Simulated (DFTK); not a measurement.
Runs of DFTK 0.8.2 on HfN. Symmetry: Fm-3m, No. 225, cubic system. Conventional cell: a = 4.512 Å, b = 4.512 Å, c = 4.512 Å, α = 90.00°, β = 90.00°, γ = 90.00°. Around Hf (site symmetry m-3m) lie 6 N at 2.26 Å. Around N (site symmetry m-3m) lie 6 Hf at 2.26 Å. 

```tsv
task	level	potentials or basis	k mesh	cutoff (eV)	valence electrons	gap on the mesh (eV)	pressure (GPa)
band structure	BJ06	SG15 1.2 (PBE)	8 × 8 × 8	1225	Hf 26, N 5	none	-
band structure	BLYP	SG15 1.2 (PBE)	8 × 8 × 8	1225	Hf 26, N 5	none	(b)
band structure	RPBE	SG15 1.2 (PBE)	8 × 8 × 8	1225	Hf 26, N 5	none	14.7
band structure	PBEsol	cp2k.nc.sr.pbe.v0_1.semicore.gth (PBE, GTH)	9 × 9 × 9	1633	Hf 12, N 5	none	-
band structure	AM05	SG15 1.2 (PBE)	8 × 8 × 8	1225	Hf 26, N 5	none	(c)
band structure	PBEsol	SG15 1.2 (PBE)	8 × 8 × 8	1225	Hf 26, N 5	none	-1.6
band structure	r2SCAN	SG15 1.2 (PBE)	8 × 8 × 8	1225	Hf 26, N 5	none	-7.3
band structure	TASK	SG15 1.2 (PBE)	8 × 8 × 8	1225	Hf 26, N 5	none	(a)
single point	PBE	dojo.nc.sr.pbe.v0_4_1.standard.upf (PBE)	10 × 10 × 10	1143	Hf 12, N 5	none	6.0
band structure	WC	SG15 1.2 (PBE)	8 × 8 × 8	1225	Hf 26, N 5	none	-0.8
band structure	PBE	SG15 1.2 (PBE)	8 × 8 × 8	1225	Hf 26, N 5	none	7.0
```

Alike in all rows: no spin polarisation; cell as given; smearing fermi-dirac 0.05 eV.

Task: Fill in the values left out.

Result: (a) 4.5; (b) 12.6; (c) -2.1.

Caveats: the potentials were made for another functional, which shifts forces and pressure (some runs); the program leaves the constant c of mgga_x_tb09 at 1, so the potential is Becke-Johnson's (BJ06) and not Tran and Blaha's, with levels but no total energy (some runs).

A k mesh can miss the band edges, and the runs leave out spin-orbit coupling on Hf.

A gap of «none» marks a metal or a gap under the smearing width.

Not every run made on this cell is shown here.
